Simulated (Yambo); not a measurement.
A run of Yambo 5.3.0:

Contents of optics4.in:

```
optics
chi
Chimod= "HARTREE"
% BndsRnXd
 1 | 34 |
%
NGsBlkXd= 1 Ry
% LongDrXd
 1 | 0 | 0 |
%
% QpntsRXd
 1 | 1 |
%
% EnRngeXd
 0 | 15 | eV
%
% DmRngeXd
 0.1 | 0.1 | eV
%
ETStpsXd= 150
```

File scf.in:

```
&CONTROL
  calculation = 'scf'
  prefix = 'pwscf'
  outdir = './tmp'
  pseudo_dir = './pseudo'
/
&SYSTEM
  ibrav = 0
  nat = 2
  ntyp = 2
  ecutwfc = 76
  nbnd = 9
  occupations = 'smearing'
  smearing = 'fd'
  degauss = 0.00367493
  force_symmorphic = .true.
/
&ELECTRONS
  conv_thr = 4d-10
  electron_maxstep = 120
  mixing_beta = 0.5
/
ATOMIC_SPECIES
P     30.9738 P.upf
B     10.8100 B.upf
CELL_PARAMETERS bohr
   0.0000000000    4.2877885768    4.2877885768
   4.2877885768    0.0000000000    4.2877885768
   4.2877885768    4.2877885768    0.0000000000
ATOMIC_POSITIONS bohr
P      6.4316828652    6.4316828652    6.4316828652
B      0.0000000000    0.0000000000    0.0000000000
K_POINTS automatic
20 20 20 0 0 0
```

File nscf.in:

```
&CONTROL
  calculation = 'nscf'
  prefix = 'pwscf'
  outdir = './tmp'
  pseudo_dir = './pseudo'
/
&SYSTEM
  ibrav = 0
  nat = 2
  ntyp = 2
  ecutwfc = 76
  nbnd = 34
  occupations = 'fixed'
  force_symmorphic = .true.
/
&ELECTRONS
  conv_thr = 1d-08
  diago_full_acc = .true.
  diago_thr_init = 1d-06
/
ATOMIC_SPECIES
P     30.9738 P.upf
B     10.8100 B.upf
CELL_PARAMETERS bohr
   0.0000000000    4.2877885768    4.2877885768
   4.2877885768    0.0000000000    4.2877885768
   4.2877885768    4.2877885768    0.0000000000
ATOMIC_POSITIONS bohr
P      6.4316828652    6.4316828652    6.4316828652
B      0.0000000000    0.0000000000    0.0000000000
K_POINTS automatic
20 20 20 0 0 0
```

Potentials or basis: PseudoDojo 0.4.1 SR PBE standard.

Run with:

```bash
$ OMP_NUM_THREADS=1 pw.x -in scf.in > scf.out
$ OMP_NUM_THREADS=1 pw.x -in nscf.in > nscf.out
$ cd tmp/pwscf.save; p2y; mv SAVE ../..; cd ../..
$ OMP_NUM_THREADS=1 yambo
$ OMP_NUM_THREADS=1 yambo -F optics4.in -J optics4 -C optics4_out
```

Hardware: 1 thread of Arm Neoverse V1 (shared host).

Q: Estimate the wall time of this run.

A: It took 3.2 min on 1 thread of Arm Neoverse V1 (shared host).
